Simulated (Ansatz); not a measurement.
A run of Ansatz 0.2.0:

input.yaml

```yaml
crystal:
  lattice:
    - [0.0, 3.0, 3.0]
    - [3.0, 0.0, 3.0]
    - [3.0, 3.0, 0.0]
  atoms:
    - { symbol: Au, position: [-0.009348, -0.009152, 0.01134] }
    - { symbol: Al, position: [0.731025, 0.75675, 0.763139] }
    - { symbol: Al, position: [0.241721, 0.25162, 0.259949] }
kpoints:
  mp_grid: { grid: [8, 8, 8] }
scf:
  occupations: { method: fermi_dirac, width: 0.05 }
hamiltonian:
  xc: pbe
  pseudopotentials: { kind: all_electron, lapw: { basis_error: 0.001 } }
output:
  forces: true
  stress: true
  eigenvalues: true
  populations: true
```

Potentials or basis: all-electron LAPW, scalar-relativistic.

The run is started by

```console
$ ansatz run input.yaml --threads 2 --pin off --max-ram 6144MiB --backend cpu --events-out ev --progress --plain --runs-dir out
```

Hardware: 2 threads of Intel(R) Xeon(R) Platinum 8375C CPU @ 2.90GHz (Ice Lake), on a shared host.

**Question.** How long does it take, and how much memory?

**Answer.** It took 90 s on 2 threads of Intel(R) Xeon(R) Platinum 8375C CPU @ 2.90GHz (Ice Lake) (shared host), peak memory 1.1 GiB. Counts: scf iterations 9, plane waves 531, k points 260, bands 39.
